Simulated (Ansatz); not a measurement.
## Ge₃N₄ at a changed volume — ¹⁴N nuclear quadrupole resonance

Cell: a COD entry, relaxed with PBE at fixed cell and then changed (volume scaled by 1.06, ions relaxed).

Space group Fd-3m:1 (No. 227); a = 8.4721 Å.

```
site  Wyckoff  site symmetry       x       y       z
 Ge1      16d           .-3m  0.1250  0.1250  0.6250
 Ge5       8a           -43m  0.5000  0.5000  0.0000
   N      32e            .3m  0.8838  0.8838  0.3838
```

One atom of each set is listed; the run and its k-mesh use a cell of 14 atoms with edges of 5.99, 5.99, 5.99 Å.

The numbers come from a DFT calculation in Ansatz (PBE, plane waves and PAW, scalar-relativistic, 420 eV cutoff, Γ-centred 6×6×6 k-points, Fermi–Dirac smearing 0.02 eV).

¹⁴N: I = 1, Q = 20.44 mb (year-2017 value). Static lattice, zero field.

Question: The simulated lines lie at 1.63 MHz. What are |C_Q|, η and |V_zz| at N?

Answer: For I = 1 the lines are ν± = (3/4)|C_Q|(1 ± η/3) and ν₀ = |C_Q|η/2. Here |C_Q| = 2.17 MHz, η = 0.00 and |V_zz| = 4.39 × 10²¹ V/m². The calculation gives V_zz positive; the lines don't show the sign. The site has 4 Ge at 1.96–2.05 Å.

An axis of threefold or higher order runs through N, so V_zz lies along it and η is zero.

At this changed cell the PBE pressure is -10 GPa.
